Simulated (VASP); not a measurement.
Here is a VASP 6.6.1 calculation.

INCAR

```
PREC     = Accurate       # precision mode
ENCUT    = 520            # plane-wave cutoff, eV
EDIFF    = 1E-7           # SCF threshold, eV
ISMEAR   = 0              # smearing method
SIGMA    = 0.02           # smearing width, eV
LREAL    = False          # projectors in reciprocal space
LASPH    = True           # aspherical terms in the spheres
NELM     = 80             # most SCF steps
ALGO     = Fast           # electronic algorithm
ISIF     = 3              # what is computed and relaxed
LWAVE    = False          # write WAVECAR
LCHARG   = False          # write CHGCAR
GGA      = PE             # functional
IBRION   = 2              # ionic algorithm
NSW      = 80             # ionic steps
EDIFFG   = -0.002         # ionic threshold
```

KPOINTS

```
regular mesh
0
Gamma
  10 10 10
```

File POSCAR:

```
InP                                     
1.0
   -0.0000000000      2.9788850686      2.9788850686
    2.9788850686     -0.0000000000      2.9788850686
    2.9788850686      2.9788850686      0.0000000000
  In              P             
     1     1
Direct
     0.0000000000000000    0.0000000000000000    0.0000000000000000
     0.2500000000000000    0.2500000000000000    0.2500000000000000
```

Potentials or basis: VASP PAW PBE potentials, release 64 (In_d, P).

Launch:

```console
$ cat potpaw_PBE.64/In_d/POTCAR potpaw_PBE.64/P/POTCAR > POTCAR
$ mpirun -np 1 vasp_std > vasp.out
```

**Question.** Predict the band gap on the k mesh.

**Answer.** 0.44 eV, direct.

Final structure:
```
In P
1.0
     0.00000    2.97889    2.97889
     2.97889    0.00000    2.97889
     2.97889    2.97889    0.00000
In P
1 1
Direct
  0.00000 0.00000 0.00000
  0.25000 0.25000 0.25000
```

Caveat: the relaxation stopped at its first step, so nothing moved; spin-orbit coupling is left out, which moves the levels of the heavy elements. PBE gaps usually lie below the measured ones, often by a third to a half.
